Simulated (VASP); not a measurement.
# Ru (Im-3m) in VASP: a series of runs, part 2 of 2

VASP 6.6.1.

### 3 Single point, PBE, collinear spin, typed start

This run uses another cell than the first one, of 14.80 Å³/atom, 1.040 times its volume.

Contents of INCAR:

```
SYSTEM = Ru
PREC = Accurate ; ENCUT = 520
EDIFF = 1E-6 ; ISMEAR = -1
SIGMA = 0.05 ; LREAL = .False.
LASPH = .True. ; NELM = 150
ALGO = Fast ; ISIF = 2
LWAVE = .False. ; LCHARG = .False.
ISPIN = 2 ; MAGMOM = 1
LORBIT = 11 ; LMAXMIX = 4
GGA = PE ; NBANDS = 17
```

Contents of KPOINTS:

```
Automatic mesh
0
Gamma
  16 16 16
  0 0 0
```

Contents of POSCAR:

```
Ru
1.0
   -1.5466556151      1.5466556151      1.5466556151
    1.5466556151     -1.5466556151      1.5466556151
    1.5466556151      1.5466556151     -1.5466556151
Ru
1
Direct
    0.0000000000      0.0000000000      0.0000000000
```

Potentials or basis: VASP PAW PBE potentials, release 64 (Ru_pv).

Command:

```console
$ cat potpaw_PBE.64/Ru_pv/POTCAR > POTCAR
$ mpirun -np 1 vasp_std > vasp.out
```

OUTCAR:

```text
SYSTEM = Ru
   PREC = Accurate
   ENCUT = 520
   EDIFF = 1E-6
   ISMEAR = -1
   LREAL = .False.
   LASPH = .True.
   NELM = 150
   ISIF = 2
   ISPIN = 2
   LORBIT = 11
   GGA = PE

 ion  position               nearest neighbor table
   1  0.000  0.000  0.000-

  LATTYP: Found a body centered cubic cell.
 ALAT       =     3.0933112302

  Lattice vectors:

 A1 = (  -1.5466556151,   1.5466556151,   1.5466556151)
 A2 = (   1.5466556151,  -1.5466556151,   1.5466556151)
 A3 = (   1.5466556151,   1.5466556151,  -1.5466556151)

Analysis of symmetry for initial positions (statically):
=====================================================================
 Subroutine PRICEL returns:
 Original cell was already a primitive cell.

 Routine SETGRP: Setting up the symmetry group for a
 body centered cubic supercell.

 Subroutine GETGRP returns: Found 48 space group operations
 (whereof 48 operations were pure point group operations)
 out of a pool of 48 trial point group operations.

The static configuration has the point symmetry O_h .

Analysis of symmetry for dynamics (positions and initial velocities):
=====================================================================
 Subroutine PRICEL returns:
 Original cell was already a primitive cell.

 Routine SETGRP: Setting up the symmetry group for a
 body centered cubic supercell.

 Subroutine GETGRP returns: Found 48 space group operations
 (whereof 48 operations were pure point group operations)
 out of a pool of 48 trial point group operations.

The dynamic configuration has the point symmetry O_h .

Analysis of structural, dynamic, and magnetic symmetry:
=====================================================================
 Subroutine PRICEL returns:
 Original cell was already a primitive cell.

 Routine SETGRP: Setting up the symmetry group for a
 body centered cubic supercell.

 Subroutine GETGRP returns: Found 48 space group operations
 (whereof 48 operations were pure point group operations)
 out of a pool of 48 trial point group operations.

The overall configuration has the point symmetry O_h .

[... 133 lines left out ...]

 number of electron      14.0000006 magnetization       0.1375242

 Free energy of the ion-electron system (eV)
  ---------------------------------------------------
  ext. energy  EPLUGINS =         0.00000000
  ---------------------------------------------------
  free energy    TOTEN  =        -8.59627634 eV

  energy without entropy =       -8.57787173  energy(sigma->0) =       -8.58707403

 E-fermi :  11.4811     XC(G=0): -13.5797

 val. band max:       11.4785504449   @ k =   0.0625   0.0000   0.0000
 cond. band min:      11.4837626426   @ k =   0.1875   0.1250   0.1250
 fundamental gap:      0.0052121977
 Fermi energy:        11.4810639508

 spin component 1

 k-point     1 :       0.0000    0.0000    0.0000
  band No.  band energies     occupation
      1     -31.1172      1.00000
      2     -31.1172      1.00000
      3     -31.1172      1.00000
      4       3.8452      1.00000
      5       8.8610      1.00000
      6       8.8610      1.00000
[... 459 lines left out ...]
      6       8.7683      1.00000
[... 9 lines left out ...]
     16      40.1986      0.00000
     17      42.4419      0.00000

 [... further k-points ...]

 spin component 2

 k-point     1 :       0.0000    0.0000    0.0000
  band No.  band energies     occupation
      1     -31.0059      1.00000
      2     -31.0059      1.00000
      3     -31.0059      1.00000
      4       3.8676      1.00000
      5       8.9335      1.00000
      6       8.9335      1.00000
[... 459 lines left out ...]
      6       8.8253      1.00000
[... 9 lines left out ...]
     16      40.2303      0.00000
     17      42.4839      0.00000

 [... further k-points ...]

------------------------ aborting loop because EDIFF is reached ----------------------------------------

  FORCE on cell =-STRESS in cart. coord.  units (eV):
  Direction    XX          YY          ZZ          XY          YZ          ZX
  --------------------------------------------------------------------------------------
  -------------------------------------------------------------------------------------
  Total       -0.9171121     -0.9171121     -0.9171121      0.0000000      0.0000000      0.0000000
  in kB      -99.2869469    -99.2869469    -99.2869469      0.0000000      0.0000000      0.0000000
  external PRESSURE =     -99.2869469 kB  Pullay stress =       0.0000000 kB

 VOLUME and BASIS-vectors are now :
 -----------------------------------------------------------------------------
  energy-cutoff  :      520.00
  volume of cell :       14.80
      direct lattice vectors                 reciprocal lattice vectors
    -1.546655615  1.546655615  1.546655615     0.000000000  0.323278172  0.323278172
     1.546655615 -1.546655615  1.546655615     0.323278172  0.000000000  0.323278172
     1.546655615  1.546655615 -1.546655615     0.323278172  0.323278172  0.000000000

 POSITION                                       TOTAL-FORCE (eV/Angst)
 -----------------------------------------------------------------------------------
      0.00000      0.00000      0.00000         0.000000      0.000000      0.000000
 -----------------------------------------------------------------------------------
    total drift:                                0.000000     -0.000000      0.000000

  FREE ENERGIE OF THE ION-ELECTRON SYSTEM (eV)
  ---------------------------------------------------
  free  energy   TOTEN  =        -8.5962763374 eV

  energy  without entropy=       -8.5778717276  energy(sigma->0) =       -8.58707403

 total charge

# of ion       s       p       d       tot
------------------------------------------
    1        0.367   6.251   5.896  12.514

 magnetization (x)

# of ion       s       p       d       tot
------------------------------------------
    1       -0.001  -0.001   0.138   0.136
```

Run time: 84 s. Hardware: 1 thread of Intel Xeon Platinum 8259CL at 2.50GHz (Skylake/Cascade Lake), shared host; peak memory 0.17 GiB.

Results:

| Property | Result |
| --- | --- |
| Free energy | -8.5963 eV |
| Pressure | -9.9 GPa |
| Band gap on the k mesh | none (metal or under the smearing width) |
| Net moment | 0.14 μB per cell |
| Site moments | Ru +0.14 μB |
| Valence electrons inside the program's atomic spheres | Ru 12.51 |

### 4 Single point, PBE, collinear spin, typed start

This run uses another cell than the first one, of 13.66 Å³/atom, 0.960 times its volume.

Contents of INCAR:

```
SYSTEM = Ru
PREC     = Accurate       ! precision mode
ENCUT    = 520            ! plane-wave cutoff, eV
EDIFF    = 1E-7           ! SCF threshold, eV
ISMEAR   = -1             ! smearing method
SIGMA    = 0.05           ! smearing width, eV
LREAL    = .FALSE.        ! projectors in reciprocal space
LASPH    = .TRUE.         ! aspherical terms in the spheres
NELM     = 150            ! most SCF steps
ALGO     = Normal         ! electronic algorithm
ISIF     = 2              ! what is computed and relaxed
LWAVE    = .FALSE.        ! write WAVECAR
LCHARG   = .TRUE.         ! write CHGCAR
ISPIN    = 2              ! spin polarisation
MAGMOM   = 1              ! initial moments
LORBIT   = 11             ! projections on sites
LMAXMIX  = 4              ! l up to which the mixer works
GGA      = PE             ! functional
LELF     = .TRUE.         ! ELF
LVHAR    = .TRUE.       
NBANDS   = 17             ! bands
```

Contents of KPOINTS:

```
regular mesh
0
G
  16 16 16
  0 0 0
```

Contents of POSCAR:

```
Ru
1.0
   -1.5059350931      1.5059350931      1.5059350931
    1.5059350931     -1.5059350931      1.5059350931
    1.5059350931      1.5059350931     -1.5059350931
Ru
1
Direct
    0.0000000000      0.0000000000      0.0000000000
```

Potentials or basis: VASP PAW PBE potentials, release 64 (Ru_pv).

Command:

```console
$ cat potpaw_PBE.64/Ru_pv/POTCAR > POTCAR
$ mpirun -np 1 vasp_std > vasp.out
```

OUTCAR:

```text
SYSTEM = Ru
   PREC = Accurate
   ENCUT = 520
   EDIFF = 1E-7
   ISMEAR = -1
   LREAL = .FALSE.
   LASPH = .TRUE.
   NELM = 150
   ISIF = 2
   ISPIN = 2
   LORBIT = 11
   GGA = PE

 ion  position               nearest neighbor table
   1  0.000  0.000  0.000-

  LATTYP: Found a body centered cubic cell.
 ALAT       =     3.0118701862

  Lattice vectors:

 A1 = (  -1.5059350931,   1.5059350931,   1.5059350931)
 A2 = (   1.5059350931,  -1.5059350931,   1.5059350931)
 A3 = (   1.5059350931,   1.5059350931,  -1.5059350931)

Analysis of symmetry for initial positions (statically):
=====================================================================
 Subroutine PRICEL returns:
 Original cell was already a primitive cell.

 Routine SETGRP: Setting up the symmetry group for a
 body centered cubic supercell.

 Subroutine GETGRP returns: Found 48 space group operations
 (whereof 48 operations were pure point group operations)
 out of a pool of 48 trial point group operations.

The static configuration has the point symmetry O_h .

Analysis of symmetry for dynamics (positions and initial velocities):
=====================================================================
 Subroutine PRICEL returns:
 Original cell was already a primitive cell.

 Routine SETGRP: Setting up the symmetry group for a
 body centered cubic supercell.

 Subroutine GETGRP returns: Found 48 space group operations
 (whereof 48 operations were pure point group operations)
 out of a pool of 48 trial point group operations.

The dynamic configuration has the point symmetry O_h .

Analysis of structural, dynamic, and magnetic symmetry:
=====================================================================
 Subroutine PRICEL returns:
 Original cell was already a primitive cell.

 Routine SETGRP: Setting up the symmetry group for a
 body centered cubic supercell.

 Subroutine GETGRP returns: Found 48 space group operations
 (whereof 48 operations were pure point group operations)
 out of a pool of 48 trial point group operations.

The overall configuration has the point symmetry O_h .

 Subroutine INISYM returns: Found 48 space group operations
 (whereof 48 operations are pure point group operations),
 and found     1 'primitive' translations

----------------------------------------------------------------------------------------

                                     Primitive cell

  volume of cell :      13.6609

  direct lattice vectors                    reciprocal lattice vectors
    -1.505935093  1.505935093  1.505935093     0.000000000  0.332019622  0.332019622
     1.505935093 -1.505935093  1.505935093     0.332019622  0.000000000  0.332019622
     1.505935093  1.505935093 -1.505935093     0.332019622  0.332019622  0.000000000

  length of vectors
     2.608356094  2.608356094  2.608356094     0.469546652  0.469546652  0.469546652

  position of ions in fractional coordinates (direct lattice)
     0.000000000  0.000000000  0.000000000

  ion indices of the primitive-cell ions
   primitive index   ion index
                 1           1

----------------------------------------------------------------------------------------

 KPOINTS: regular mesh

Automatic generation of k-mesh.
 Grid dimensions read from file:
[... 51 lines left out ...]
   dimension x,y,z NGXF=    40 NGYF=   40 NGZF=   40
   ions per type =               1
   NGX,Y,Z   is equivalent  to a cutoff of  12.75, 12.75, 12.75 a.u.
   NGXF,Y,Z  is equivalent  to a cutoff of  25.49, 25.49, 25.49 a.u.
 SYSTEM =  Ru
   PREC   = accura    normal or accurate (medium, high low for compatibility)
   ISTART =      0    job   : 0-new  1-cont  2-samecut
   ICHARG =      2    charge: 1-file 2-atom 10-const
   ISPIN  =      2    spin polarized calculation?
   LNONCOLLINEAR =      F non collinear calculations
   LSORBIT =      F    spin-orbit coupling
   LASPH  =      T    aspherical Exc in radial PAW
   ENCUT  =  520.0 eV  38.22 Ry    6.18 a.u.   4.85  4.85  4.85*2*pi/ulx,y,z
   NELM   =    150;   NELMIN=  2; NELMDL= -5     # of ELM steps
   EDIFF  = 0.1E-06   stopping-criterion for ELM
   LREAL  =      F    real-space projection
   EDIFFG = 0.1E-05   stopping-criterion for IOM
   NSW    =      0    number of steps for IOM
   IBRION =     -1    ionic relax: 0-MD 1-quasi-New 2-CG
   NFREE  =      0    steps in history (QN), initial steepest desc. (CG)
   ISIF   =      2    stress and relaxation
   ISYM   =      2    0-nonsym 1-usesym 2-fastsym
   POTIM  = 0.5000    time-step for ionic-motion
   TEBEG  =    0.0;   TEEND  =   0.0 temperature during run
   PSTRESS=    0.0 pullay stress
   NELECT =      14.0000    total number of electrons
   NUPDOWN=      -1.0000    fix difference up-down
   EMIN   =  10.00;   EMAX   =-10.00  energy-range for DOS
   EFERMI =   0.00;   METHOD = LEGACY
   ISMEAR =    -1;   SIGMA  =   0.05  broadening in eV -4-tet -1-fermi 0-gaus
   EFERMI_NEDOS =   21; number of points for ismear=-14 and -15
   IALGO  =     38    algorithm
   IMIX   =      4    mixing-type and parameters
     AMIX     =   0.40;   BMIX     =  1.00
     AMIX_MAG =   1.60;   BMIX_MAG =  1.00
  volume/ion in A,a.u.               =      13.66        92.19
  Fermi-wavevector in a.u.,A,eV,Ry     =   1.650534  3.119058 37.065861  2.724264
  Thomas-Fermi vector in A             =   2.739468
   LORBIT       =     11    0 simple, 1 ext, 2 COOP (PROOUT), +10 PAW based schemes
   GGA     = PE    functional components
   LHFCALC =     F    Hartree Fock is set to
   AEXX    =    0.0000 exact exchange contribution
   IVDW    =     0    specifies the selected vdW correction
   LEPSILON=     F    determine dielectric tensor
   LRPA    =     F    only Hartree local field effects (RPA)
 spin polarized calculation
  energy-cutoff  :      520.00
  volume of cell :       13.66
 maximum number of plane-waves:       379
   NGX =  9   NGY =  9   NGZ =  9

 number of electron      13.9999994 magnetization       0.0000689

 Free energy of the ion-electron system (eV)
  ---------------------------------------------------
  ext. energy  EPLUGINS =         0.00000000
  ---------------------------------------------------
  free energy    TOTEN  =        -8.59241323 eV

  energy without entropy =       -8.57588135  energy(sigma->0) =       -8.58414729

 E-fermi :  12.8976     XC(G=0): -14.0705

 val. band max:       12.8968944930   @ k =   0.3750   0.1250   0.0625
 cond. band min:      12.8988120166   @ k =   0.3125   0.1875   0.0625
 fundamental gap:      0.0019175236
 Fermi energy:        12.8976125194

 spin component 1

 k-point     1 :       0.0000    0.0000    0.0000
  band No.  band energies     occupation
      1     -29.6851      1.00000
      2     -29.6851      1.00000
      3     -29.6851      1.00000
      4       4.7754      1.00000
      5       9.9932      1.00000
      6       9.9932      1.00000
[... 459 lines left out ...]
      6       9.9460      1.00000
[... 9 lines left out ...]
     16      42.8974      0.00000
     17      45.1309      0.00000

 [... further k-points ...]

 spin component 2

 k-point     1 :       0.0000    0.0000    0.0000
  band No.  band energies     occupation
      1     -29.6850      1.00000
      2     -29.6850      1.00000
      3     -29.6850      1.00000
      4       4.7754      1.00000
      5       9.9933      1.00000
      6       9.9933      1.00000
[... 459 lines left out ...]
      6       9.9460      1.00000
[... 9 lines left out ...]
     16      42.8974      0.00000
     17      45.1309      0.00000

 [... further k-points ...]

------------------------ aborting loop because EDIFF is reached ----------------------------------------

  FORCE on cell =-STRESS in cart. coord.  units (eV):
  Direction    XX          YY          ZZ          XY          YZ          ZX
  --------------------------------------------------------------------------------------
  -------------------------------------------------------------------------------------
  Total        1.0793942      1.0793942      1.0793942      0.0000000     -0.0000000      0.0000000
  in kB      126.5936492    126.5936492    126.5936492      0.0000000     -0.0000000      0.0000000
  external PRESSURE =     126.5936492 kB  Pullay stress =       0.0000000 kB

 VOLUME and BASIS-vectors are now :
 -----------------------------------------------------------------------------
  energy-cutoff  :      520.00
  volume of cell :       13.66
      direct lattice vectors                 reciprocal lattice vectors
    -1.505935093  1.505935093  1.505935093     0.000000000  0.332019622  0.332019622
     1.505935093 -1.505935093  1.505935093     0.332019622  0.000000000  0.332019622
     1.505935093  1.505935093 -1.505935093     0.332019622  0.332019622  0.000000000

 POSITION                                       TOTAL-FORCE (eV/Angst)
 -----------------------------------------------------------------------------------
      0.00000      0.00000      0.00000         0.000000      0.000000     -0.000000
 -----------------------------------------------------------------------------------
    total drift:                                0.000000     -0.000000      0.000000

  FREE ENERGIE OF THE ION-ELECTRON SYSTEM (eV)
  ---------------------------------------------------
  free  energy   TOTEN  =        -8.5924132292 eV

  energy  without entropy=       -8.5758813458  energy(sigma->0) =       -8.58414729

 total charge

# of ion       s       p       d       tot
------------------------------------------
    1        0.397   6.297   5.971  12.665

 magnetization (x)

# of ion       s       p       d       tot
------------------------------------------
    1        0.000  -0.000   0.000   0.000
```

Wall time 67 s (1 thread of Intel Xeon Platinum 8259CL at 2.50GHz (Skylake/Cascade Lake), shared host); peak memory 0.17 GiB.

What came out:

```yaml
Free_energy: -8.5924 eV
Pressure: 12.7 GPa
Band_gap_on_the_k_mesh: none (metal or under the smearing width)
Net_moment: 0.00 μB per cell
Valence_electrons_inside_the_program's_atomic_spheres: Ru 12.66
```

### 5 The runs side by side

| cell | k mesh | gap on the mesh (eV) | pressure (GPa) | moment (μB) |
| --- | --- | --- | --- | --- |
| Im-3m, 14.23 Å³/atom | 24 × 24 × 24 | none | -0.1 | 0.00 |
| Im-3m, 14.8 Å³/atom | 16 × 16 × 16 | none | -9.9 | 0.14 |
| Im-3m, 13.66 Å³/atom | 16 × 16 × 16 | none | 12.7 | 0.00 |

Alike in all rows: task single point; level PBE; potentials or basis VASP PAW PBE potentials, release 64 (Ru_pv); spin collinear, typed start; cutoff (eV) 520; smearing fermi-dirac 0.05 eV.

Every run on the cell as given and a fine mesh finds a metal.

Absolute energies hang on the potentials; compare differences alone.
